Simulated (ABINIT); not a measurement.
## Fe in ABINIT: the effect of starting spin order

Crystal: Fe.

```
Fe
1.0
    -1.44300    1.44300    1.44300
     1.44300   -1.44300    1.44300
     1.44300    1.44300   -1.44300
Fe
1
Direct
  0.00000 0.00000 0.00000
```

Alike in all runs:

| Quantity | Value |
| --- | --- |
| Program | ABINIT 10.8.3 (patched build) |
| Task | single point |
| Functional | PBE |
| Potentials or basis | JTH PAW PBE v2.0 |
| Cutoff | 707 eV |
| Occupations | fermi-dirac, width 0.05 eV |

```tsv
starting spin order	k mesh	final net moment (μB)	final largest site moment (μB)
non-magnetic	10 × 10 × 10	?	?
ferromagnetic start	10 × 10 × 10	2.17	2.24
ferromagnetic start, larger moments	10 × 10 × 10	2.17	2.24
antiferromagnetic start	10 × 10 × 5	0.00	2.12
ferrimagnetic start	10 × 10 × 5	0.00	2.12
random start	10 × 10 × 10	-2.17	2.24
```

Question: What does the run with starting spin order non-magnetic give?

Answer: Final net moment 0.00 μB; final largest site moment 0.00 μB.
